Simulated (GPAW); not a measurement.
# Pd (Im-3m) in GPAW: convergence with plane-wave cutoff (eV)

Aim: find how far plane-wave cutoff (eV) must go before the results for Pd settle, at PBEsol. This setting moves, with any that are tied to it; all else stays.

Program: GPAW 26.7.0. These are calculated values, not measurements. Logs are shortened: lines on timing, memory, paths and dates and some standing lists are left out, and cuts for length are marked. The log counts tension as positive stress, the text compression.

### Step 1. The structure

Symmetry: Im-3m, No. 229, cubic system. The conventional cell has a = 3.145 Å, b = 3.145 Å, c = 3.145 Å, α = 90.00°, β = 90.00°, γ = 90.00°. Pd (site symmetry m-3m) is surrounded by 8 Pd at 2.72 Å.

This isn't the form of Pd at room conditions, which is fcc.

### Step 2. With plane-wave cutoff (eV) 200

Contents of run.py:

```python
from ase.dft.bandgap import bandgap
from ase.io import read, write
from ase.units import GPa
from gpaw import GPAW, PW, setup_paths

setup_paths.insert(0, '.')

atoms = read('Pd.xyz')

calc = GPAW(mode=PW(200),
            xc='PBEsol',
            kpts={'size': (12, 12, 12), 'gamma': True},
            occupations={'name': 'fermi-dirac', 'width': 0.05},
            nbands=17,
            convergence={'density': 1e-05, 'energy': 1e-05},
            maxiter=100,
            txt='gpaw.txt')
atoms.calc = calc
energy = atoms.get_potential_energy()
forces = atoms.get_forces()
stress = atoms.get_stress()
calc.write('gs.gpw')
write('result.traj', atoms)
print(f'Energy: {energy:.6f} eV')
print('Forces (eV/A):')
print(forces.round(4))
print('Stress (GPa):', (stress / GPa).round(3))
print('Fermi level:', round(calc.get_fermi_level(), 4), 'eV')
print(f'Gap: {bandgap(calc)[0]:.4f} eV, direct: {bandgap(calc, direct=True)[0]:.4f} eV')
```

Contents of Pd.xyz:

```xyz
1
Lattice="-1.5722810000 1.5722810000 1.5722810000 1.5722810000 -1.5722810000 1.5722810000 1.5722810000 1.5722810000 -1.5722810000" Properties=species:S:1:pos:R:3 pbc="T T T"
Pd     0.0000000000      0.0000000000      0.0000000000
```

Potentials or basis: PAW data sets generated in the run's folder for this functional, pw.

The run is started by

```sh
$ gpaw-setup -f PBEsol Pd
$ OMP_NUM_THREADS=1 python run.py
```

gpaw.txt:

```text
__  _  _
 | _ |_)|_||  |
 |__||  | ||/\| - 26.7.0

Input parameters:
  mode=PW(ecut=200.0),
  convergence={'density': 1e-05, 'energy': 1e-05},
  kpts=MonkhorstPack(size=(12, 12, 12), gamma=True),
  maxiter=100,
  nbands=17,
  occupations=Occupations(name='fermi-dirac', width=0.05),
  xc=XC(name='PBEsol')

Diagonalizing LCAO Hamiltonian
Converting LCAO to pw mode

       Pd

Atoms  # Å, Bohr magnetons
|   | symbol |        x |        y |        z |    initial magnetic moments |
|---|--------|----------|----------|----------|-----------------------------|
| 0 |     Pd | 0.000000 | 0.000000 | 0.000000 | ( 0.0000,  0.0000,  0.0000) |

Unit cell  # Å
| periodic |         x |         y |         z |  lengths |     angles |
|----------|-----------|-----------|-----------|----------|------------|
|      yes | -1.572281 |  1.572281 |  1.572281 | 2.723271 | 109.471221 |
|      yes |  1.572281 | -1.572281 |  1.572281 | 2.723271 | 109.471221 |
|      yes |  1.572281 |  1.572281 | -1.572281 | 2.723271 | 109.471221 |

Number of symmetries: 48
Symmetry operations  # r_c * U_cc + t_c -> r_c
|    | kind |            matrix            |
|----|------|------------------------------|
|  0 |  σ   |  1, 1, 1,  0, 0,-1,  0,-1, 0 |
|  1 |  C4  |  1, 1, 1,  0, 0,-1, -1, 0, 0 |
|  2 |  C2  |  1, 1, 1,  0,-1, 0,  0, 0,-1 |
|  3 |  S6  |  1, 1, 1,  0,-1, 0, -1, 0, 0 |
|  4 |  S6  |  1, 1, 1, -1, 0, 0,  0, 0,-1 |
|  5 |  C4  |  1, 1, 1, -1, 0, 0,  0,-1, 0 |
|  6 |  E   |  1, 0, 0,  0, 1, 0,  0, 0, 1 |
|  7 |  σ   |  1, 0, 0,  0, 1, 0, -1,-1,-1 |
|  8 |  σ   |  1, 0, 0,  0, 0, 1,  0, 1, 0 |
|  9 |  C3  |  1, 0, 0,  0, 0, 1, -1,-1,-1 |
| 10 |  C3  |  1, 0, 0, -1,-1,-1,  0, 1, 0 |
| 11 |  σ   |  1, 0, 0, -1,-1,-1,  0, 0, 1 |
| 12 |  σ   |  0, 1, 0,  1, 0, 0,  0, 0, 1 |
| 13 |  C2  |  0, 1, 0,  1, 0, 0, -1,-1,-1 |
| 14 |  C3  |  0, 1, 0,  0, 0, 1,  1, 0, 0 |
| 15 |  S4  |  0, 1, 0,  0, 0, 1, -1,-1,-1 |
| 16 |  S4  |  0, 1, 0, -1,-1,-1,  1, 0, 0 |
| 17 |  C3  |  0, 1, 0, -1,-1,-1,  0, 0, 1 |
| 18 |  C3  |  0, 0, 1,  1, 0, 0,  0, 1, 0 |
| 19 |  S4  |  0, 0, 1,  1, 0, 0, -1,-1,-1 |
| 20 |  σ   |  0, 0, 1,  0, 1, 0,  1, 0, 0 |
| 21 |  C3  |  0, 0, 1,  0, 1, 0, -1,-1,-1 |
| 22 |  C2  |  0, 0, 1, -1,-1,-1,  1, 0, 0 |
| 23 |  S4  |  0, 0, 1, -1,-1,-1,  0, 1, 0 |
| 24 |  C4  |  0, 0,-1,  1, 1, 1,  0,-1, 0 |
| 25 |  σ   |  0, 0,-1,  1, 1, 1, -1, 0, 0 |
| 26 |  S6  |  0, 0,-1,  0,-1, 0,  1, 1, 1 |
| 27 |  C2  |  0, 0,-1,  0,-1, 0, -1, 0, 0 |
| 28 |  C4  |  0, 0,-1, -1, 0, 0,  1, 1, 1 |
| 29 |  S6  |  0, 0,-1, -1, 0, 0,  0,-1, 0 |
| 30 |  S6  |  0,-1, 0,  1, 1, 1,  0, 0,-1 |
| 31 |  C4  |  0,-1, 0,  1, 1, 1, -1, 0, 0 |
| 32 |  C4  |  0,-1, 0,  0, 0,-1,  1, 1, 1 |
| 33 |  S6  |  0,-1, 0,  0, 0,-1, -1, 0, 0 |
| 34 |  σ   |  0,-1, 0, -1, 0, 0,  1, 1, 1 |
| 35 |  C2  |  0,-1, 0, -1, 0, 0,  0, 0,-1 |
| 36 |  C2  | -1, 0, 0,  1, 1, 1,  0, 0,-1 |
| 37 |  S6  | -1, 0, 0,  1, 1, 1,  0,-1, 0 |
| 38 |  S6  | -1, 0, 0,  0, 0,-1,  1, 1, 1 |
| 39 |  C2  | -1, 0, 0,  0, 0,-1,  0,-1, 0 |
| 40 |  C2  | -1, 0, 0,  0,-1, 0,  1, 1, 1 |
| 41 |  i   | -1, 0, 0,  0,-1, 0,  0, 0,-1 |
| 42 |  S4  | -1,-1,-1,  1, 0, 0,  0, 1, 0 |
| 43 |  C3  | -1,-1,-1,  1, 0, 0,  0, 0, 1 |
| 44 |  C3  | -1,-1,-1,  0, 1, 0,  1, 0, 0 |
| 45 |  σ   | -1,-1,-1,  0, 1, 0,  0, 0, 1 |
| 46 |  S4  | -1,-1,-1,  0, 0, 1,  1, 0, 0 |
| 47 |  C2  | -1,-1,-1,  0, 0, 1,  0, 1, 0 |

BZ-sampling:
  Number of BZ points: 1728
  Number of IBZ points: 72

  Monkhorst-Pack size: [12, 12, 12]
  Monkhorst-Pack shift: [0.041666666666666664, 0.041666666666666664, 0.041666666666666664]

K-points  # in reciprocal-cell coordinates
|     |                                coordinates |     weight |
|-----|--------------------------------------------|------------|
|   0 | ( -0.00000000,  -0.00000000,  -0.00000000) | 0.00057870 |
|   1 | (  0.08333333,  -0.00000000,  -0.00000000) | 0.00694444 |
|   2 | (  0.08333333,   0.08333333,  -0.08333333) | 0.00347222 |
|   3 | (  0.16666667,  -0.00000000,  -0.08333333) | 0.01388889 |
|   4 | (  0.16666667,  -0.00000000,  -0.00000000) | 0.00694444 |
|   5 | (  0.16666667,   0.08333333,  -0.08333333) | 0.01388889 |
|   6 | (  0.16666667,   0.16666667,  -0.16666667) | 0.00347222 |
|   7 | (  0.25000000,  -0.08333333,  -0.08333333) | 0.00462963 |
|   8 | (  0.25000000,  -0.00000000,  -0.08333333) | 0.02777778 |
|   9 | (  0.25000000,  -0.00000000,  -0.00000000) | 0.00694444 |
| ... |                                            |            |
|  71 | (  0.50000000,   0.50000000,   0.50000000) | 0.00057870 |

Plane wave coefficients: 116
Cutoff: 200.0 eV

Spin-components: 1 (collinear spins)
Bands:           17
Projectors:      6
Spin-degeneracy: 2
Datatype:        complex128

Parallelization:
  kpt:    1
  domain: 1
  band:   1

Density:
  Valence electrons: 16.0
  Components: 1
  Grid points: [9 9 9]
  Charge: 0.0  # |e|

Potential:
  Grid points: [9 9 9]

species:
  Pd:
    name:    Palladium
    Z:       46.0
    valence: 16
    core:    30
    charge:  0.0  # [|e|]
    compensation charges:
      type: gauss
      rc: 0.38  # [Å]
      lmax: 2
    cutoffs:
      filter: 2.38  # [Å]
      core: 2.28  # [Å]
    projectors
    | kind |    occ | energy [eV] | rcut [Å] |
    |------|--------|-------------|----------|
    |   5s |  0.000 |      -3.290 |    1.228 |
    |   4p |  6.000 |     -51.151 |    1.360 |
    |   5p |  0.000 |      -0.235 |    1.360 |
    |   4d | 10.000 |      -4.049 |    1.228 |
    |    s |        |      23.922 |    1.228 |
    |    d |        |      23.162 |    1.228 |

    Using partial waves for Pd as LCAO basis

Reference energy: -137160.600186  # eV

eigensolver:
  PPCG
  Converge bands: occupied
  niter=2

density mixing:
  MSR1-Mixer
  Pratt-step length: 0.05
  Maximum mixing coefficient: 0.75
  Old densities: 10
  SVD Regularization: 0.005
  Good broyden scale: 1.0
  Trust region scale: 1.0
  Backstep threshold: 4.0
  History deletion threshold: 6.0
  Fourier metric: weight=20.0, sigma=0.015

occupation numbers:
  Fermi-Dirac:
    width: 0.0500  # eV

poisson solver:
  ecut: 1600.0  # eV

xc functional:
  name: PBEsol with 2 nearest neighbor stencil

convergence criteria:
- Maximum integral of absolute [dens]ity change: 1e-05 electrons / valence electron
- Maximum [total energy] change in last 3 cyles: 1e-05 eV / valence electron
- Maximum integral of absolute [eigenst]ate change: 4e-08 eV^2 / valence electron
maximum number of iterations: 100

SCF iterations
|iter     | |      energy | eigst |  dens |
|---------|-|-------------|-------|-------|
|iter:   1| |   -5.035813 | -0.56 |       |
|iter:   2| |   -4.754701 | -3.26 | -0.93 |
|iter:   3| |   -3.926858 | -2.13 | -0.98 |
|iter:   4| |   -3.914706 | -4.44 | -1.92 |
|iter:   5| |   -3.910304 | -4.82 | -2.11 |
|iter:   6| |   -3.910291 | -7.61c| -3.62 |
|iter:   7| |   -3.910284c| -8.90c| -4.04 |
|iter:   8| |   -3.910283c| -9.62c| -5.50c|

Converged in 8 steps
Energy contributions relative to reference atoms: (reference = -137160.600186)

Energy contributions:
  Kinetic:          -6.929219
  Coulomb:           1.298300
  Zero:              0.624428
  External:          0.000000
  Xc:                1.101328
  Entropy:          -0.010240
  Spinorbit:         0.000000
  ----------------------------
  Free energy:      -3.915403
  Extrapolated:     -3.910283

dipole moment: (-4.677479, -4.677479, -4.677479)  # |e|*Ang

Fermi level: 8.551
Eigenvalues  # (at kpt = [-0.000, -0.000, -0.000])
| band index |      eig [eV] | occ [0-2] |
|------------|---------------|-----------|
|          0 |       -40.937 |     2.000 |
|          1 |       -40.937 |     2.000 |
|          2 |       -40.936 |     2.000 |
|          3 |         1.676 |     2.000 |
|          4 |         5.799 |     2.000 |
|          5 |         5.800 |     2.000 |
|          6 |         5.800 |     2.000 |
|          7 |         7.685 |     2.000 |
|          8 |         7.685 |     2.000 |
|          9 |        27.993 |     0.000 |
|         10 |        27.993 |     0.000 |
|         11 |        27.994 |     0.000 |
|         12 |        35.591 |     0.000 |
|         13 |        35.591 |     0.000 |
|         14 |        38.463 |     0.000 |
|         15 |        39.986 |     0.000 |
|         16 |        39.987 |     0.000 |

No gap
No difference between direct/indirect transitions

Forces  # eV/Ang
|       x |       y |        z |
|---------|---------|----------|
| 0.00000 | 0.00000 | -0.00000 |  # Pd   0

Stress tensor  # eV/Ang^3
|         x |         y |        z |
|-----------|-----------|----------|
|  0.108324 | -0.000000 | 0.000000 |
| -0.000000 |  0.108324 | 0.000000 |
|  0.000000 |  0.000000 | 0.108324 |

# Writing to gs.gpw (mode='')
```

Wall time 7.5 s (1 thread of Intel Xeon Platinum 8488C (Sapphire Rapids), shared host); peak memory 0.12 GiB.

What came out:

- Free energy: -3.9154 eV
- Pressure: -17.4 GPa
- Band gap on the k mesh: none (metal or under the smearing width)

### Step 3. With plane-wave cutoff (eV) 250

run.py, as its differences from that of step 2:

```diff
@@ -9,3 +9,3 @@
 
-calc = GPAW(mode=PW(200),
+calc = GPAW(mode=PW(250),
             xc='PBEsol',
```

Pd.xyz is that of step 2.

Potentials or basis: PAW data sets generated in the run's folder for this functional, pw.

The run is started by

```sh
$ gpaw-setup -f PBEsol Pd
$ OMP_NUM_THREADS=1 python run.py
```

Wall time 7.5 s (1 thread of Intel Xeon Platinum 8488C (Sapphire Rapids), shared host); peak memory 0.12 GiB.

What came out:

```
Free energy            : -4.0563 eV
Pressure               : -15.6 GPa
Band gap on the k mesh : none (metal or under the smearing width)
```

### Step 4. With plane-wave cutoff (eV) 300

run.py, as its differences from that of step 3:

```diff
@@ -9,3 +9,3 @@
 
-calc = GPAW(mode=PW(250),
+calc = GPAW(mode=PW(300),
             xc='PBEsol',
```

Pd.xyz is that of step 3.

The run is started by

```sh
$ gpaw-setup -f PBEsol Pd
$ OMP_NUM_THREADS=1 python run.py
```

Run time: 7.9 s. Hardware: 1 thread of Intel Xeon Platinum 8488C (Sapphire Rapids), shared host; peak memory 0.13 GiB.

What came out:

```yaml
Free_energy: -4.2469 eV
Pressure: -17.6 GPa
Band_gap_on_the_k_mesh: none (metal or under the smearing width)
```

### Step 5. With plane-wave cutoff (eV) 350

run.py, as its differences from that of step 4:

```diff
@@ -9,3 +9,3 @@
 
-calc = GPAW(mode=PW(300),
+calc = GPAW(mode=PW(350),
             xc='PBEsol',
```

Pd.xyz is that of step 4.

The run is started by

```sh
$ gpaw-setup -f PBEsol Pd
$ OMP_NUM_THREADS=1 python run.py
```

It took 8.2 s on 1 thread of Intel Xeon Platinum 8488C (Sapphire Rapids), shared host; peak memory 0.13 GiB.

Results:

- Free energy: -4.4027 eV
- Pressure: -15.2 GPa
- Band gap on the k mesh: none (metal or under the smearing width)

### Step 6. With plane-wave cutoff (eV) 400

run.py, as its differences from that of step 5:

```diff
@@ -9,3 +9,3 @@
 
-calc = GPAW(mode=PW(350),
+calc = GPAW(mode=PW(400),
             xc='PBEsol',
```

Pd.xyz is that of step 5.

Potentials or basis: PAW data sets generated in the run's folder for this functional, pw.

The run is started by

```sh
$ gpaw-setup -f PBEsol Pd
$ OMP_NUM_THREADS=1 python run.py
```

It took 9.2 s on 1 thread of Intel Xeon Platinum 8488C (Sapphire Rapids), shared host; peak memory 0.13 GiB.

What came out:

* Free energy: -4.4824 eV
* Pressure: -12.2 GPa
* Band gap on the k mesh: none (metal or under the smearing width)

### Step 7. With plane-wave cutoff (eV) 500

run.py, as its differences from that of step 6:

```diff
@@ -9,3 +9,3 @@
 
-calc = GPAW(mode=PW(400),
+calc = GPAW(mode=PW(500),
             xc='PBEsol',
```

Pd.xyz is that of step 6.

The run is started by

```sh
$ gpaw-setup -f PBEsol Pd
$ OMP_NUM_THREADS=1 python run.py
```

Wall time 10 s (1 thread of Intel Xeon Platinum 8488C (Sapphire Rapids), shared host); peak memory 0.14 GiB.

The run converged. Its results:

```yaml
Free_energy: -4.5200 eV
Pressure: -9.9 GPa
Band_gap_on_the_k_mesh: none (metal or under the smearing width)
```

### Step 8. With plane-wave cutoff (eV) 600

run.py, as its differences from that of step 7:

```diff
@@ -9,3 +9,3 @@
 
-calc = GPAW(mode=PW(500),
+calc = GPAW(mode=PW(600),
             xc='PBEsol',
```

Pd.xyz is that of step 7.

The run is started by

```sh
$ gpaw-setup -f PBEsol Pd
$ OMP_NUM_THREADS=1 python run.py
```

Run time: 11 s. Hardware: 1 thread of Intel Xeon Platinum 8488C (Sapphire Rapids), shared host; peak memory 0.14 GiB.

The run converged. Its results:

```yaml
Free_energy: -4.5223 eV
Pressure: -9.6 GPa
Band_gap_on_the_k_mesh: none (metal or under the smearing width)
```

### Step 9. With plane-wave cutoff (eV) 800

run.py, as its differences from that of step 8:

```diff
@@ -9,3 +9,3 @@
 
-calc = GPAW(mode=PW(600),
+calc = GPAW(mode=PW(800),
             xc='PBEsol',
```

Pd.xyz is that of step 8.

Potentials or basis: PAW data sets generated in the run's folder for this functional, pw.

The run is started by

```sh
$ gpaw-setup -f PBEsol Pd
$ OMP_NUM_THREADS=1 python run.py
```

It took 16 s on 1 thread of Intel Xeon Platinum 8488C (Sapphire Rapids), shared host; peak memory 0.15 GiB.

It converged, with:

```yaml
Free_energy: -4.5223 eV
Pressure: -9.6 GPa
Band_gap_on_the_k_mesh: none (metal or under the smearing width)
```

### Step 10. With plane-wave cutoff (eV) 1000

run.py, as its differences from that of step 9:

```diff
@@ -9,3 +9,3 @@
 
-calc = GPAW(mode=PW(800),
+calc = GPAW(mode=PW(1000),
             xc='PBEsol',
```

Pd.xyz is that of step 9.

The run is started by

```sh
$ gpaw-setup -f PBEsol Pd
$ OMP_NUM_THREADS=1 python run.py
```

Wall time 15 s (1 thread of Intel Xeon Platinum 8488C (Sapphire Rapids), shared host); peak memory 0.17 GiB.

It converged, with:

* Free energy: -4.5222 eV
* Pressure: -9.6 GPa
* Band gap on the k mesh: none (metal or under the smearing width)

### Step 11. Summary

```tsv
plane-wave cutoff (eV)	energy less the tightest run, at zero smearing (meV/atom)	pressure (GPa)	SCF cycles	CPU time (s)	peak memory (GiB)
200	606.74	-17.36	8	7.5	0.12
250	465.74	-15.64	8	7.5	0.12
300	275.29	-17.62	8	7.9	0.13
350	119.49	-15.17	8	8.2	0.13
400	39.78	-12.20	8	9.2	0.13
500	2.27	-9.88	8	10	0.14
600	-0.10	-9.62	8	11	0.14
800	-0.06	-9.61	8	16	0.15
1000	0.00	-9.61	8	15	0.17
```

Against the tightest run, the energy stays within 1 meV/atom from 600 on; the pressure stays within 0.1 GPa from 600 on. The tightest run that finished is the yardstick and may itself not be fully converged.
